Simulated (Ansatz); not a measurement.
# Two inputs for KCl with a K vacancy

Cell: a supercell of KCl (CsCl type, Pm-3m) built from a Materials Project structure (computed, not necessarily an observed phase), with all atoms left at the host's positions.

```cif
data_K15Cl16
_symmetry_space_group_name_H-M 'Fm-3m'
_symmetry_Int_Tables_number 225
_cell_length_a 15.3568
_cell_length_b 15.3568
_cell_length_c 15.3568
_cell_angle_alpha 90.000
_cell_angle_beta 90.000
_cell_angle_gamma 90.000
loop_
_atom_site_label
_atom_site_type_symbol
_atom_site_symmetry_multiplicity
_atom_site_Wyckoff_symbol
_atom_site_fract_x
_atom_site_fract_y
_atom_site_fract_z
K1 K 24 d 0.0000 0.2500 0.2500
K4 K 8 c 0.2500 0.2500 0.2500
K7 K 24 e 0.2500 0.5000 0.5000
K11 K 4 b 0.5000 0.5000 0.5000
Cl16 Cl 32 f 0.1250 0.1250 0.1250
Cl20 Cl 32 f 0.3750 0.3750 0.3750
```

One atom of each set is listed; the run and its k-mesh use a cell of 31 atoms with edges of 10.86, 10.86, 10.86 Å.

Reference run. The numbers come from a DFT calculation in Ansatz (PBE, plane waves and PAW, scalar-relativistic, 420 eV cutoff, Γ-centred 2×2×2 k-points, Fermi–Dirac smearing 0.01 eV, cell charge -1).

**Question.** The input is changed as follows: `kpoints.mp_grid.grid`: [2, 2, 2] → [1, 1, 1]; `total_charge`: -1 → -2; `scf.occupations.method`: fermi_dirac → cold; `scf.occupations.width`: 0.01 → 0.001. What happens to V_zz (10²¹ V/m²) and η?

**Answer.** 

```tsv
site	V_zz reference	η reference	V_zz changed	η changed
K1	0.33	0.84	0.30	0.92
K7	-0.45	0.00	-0.44	0.00
Cl16	-1.79	0.00	-1.76	0.00
Cl20	0.092	0.00	0.088	0.00
```

The largest change of V_zz is on K1, from 0.33 to 0.30. Sites without a gradient aren't listed. The changed cell holds a charge of -2 on a uniform background, so it isn't the same centre. It has an odd number of electrons and no spin polarisation, so the extra carrier is shared by both spins and spread out, where a real one carries spin and can localise. The gap no longer holds the Fermi energy in the changed run, so its gradients also hang on the k-mesh and the smearing. SCF iterations: 7 and 68. In the changed run the k-mesh is coarser than the standard one, so its values aren't converged ones.

On the reference run: The defect repeats with the cell of 31 atoms, so it feels its images: sites between two images don't show the values beside a lone defect, and zeros or small values of η there can come from the images' arrangement. A uniform background compensates the cell's charge. The neighbours have not yet relaxed around the defect (largest force 0.38 eV/Å), so a real crystal will differ.
